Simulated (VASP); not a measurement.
Here is a VASP 6.6.1 calculation.

POSCAR

```
LiCl
1.0
    3.1605596008      0.0000000000      0.0000000000
    0.0000000000      3.2711235777      0.0000000000
    0.0000000000      0.0000000000      3.2711235777
Li Cl
1 1
Direct
    0.0000000000      0.0000000000      0.0000000000
    0.5000000000      0.5000000000      0.5000000000
```

INCAR.step1

```
SYSTEM = LiCl
PREC = Accurate
ENCUT = 520
ISMEAR = 0
SIGMA = 0.01
LREAL = .FALSE.
LASPH = .TRUE.
NELM = 100
NBANDS = 12
GGA = PE
ALGO = Normal
EDIFF = 1E-4
LWAVE = .TRUE.
LCHARG = .FALSE.
```

The input INCAR.step2:

```
SYSTEM = LiCl
PREC = Accurate
ENCUT = 520
EDIFF = 1E-7
ISMEAR = 0
SIGMA = 0.01
LREAL = .FALSE.
LASPH = .TRUE.
NELM = 100
ALGO = Normal
ISIF = 2
LWAVE = .FALSE.
LCHARG = .TRUE.
METAGGA = R2SCAN
LMIXTAU = .TRUE.
LELF = .TRUE.
LVHAR = .TRUE.
NBANDS = 12
ISTART = 1
```

Contents of KPOINTS:

```
regular mesh
0
G
  8 8 8
  0 0 0
```

Potentials or basis: VASP PAW PBE potentials, release 64 (Li_sv, Cl).

Launch:

```console
$ cat potpaw_PBE.64/Li_sv/POTCAR potpaw_PBE.64/Cl/POTCAR > POTCAR
$ cp INCAR.step1 INCAR
$ mpirun -np 1 vasp_std > vasp.out
$ cp INCAR.step2 INCAR
$ mpirun -np 1 vasp_std > vasp.out
```

Problem. Estimate the band gap on the k mesh.

Solution. 5.32 eV, indirect (least direct gap 5.60 eV).

 A k mesh can miss the band edges.
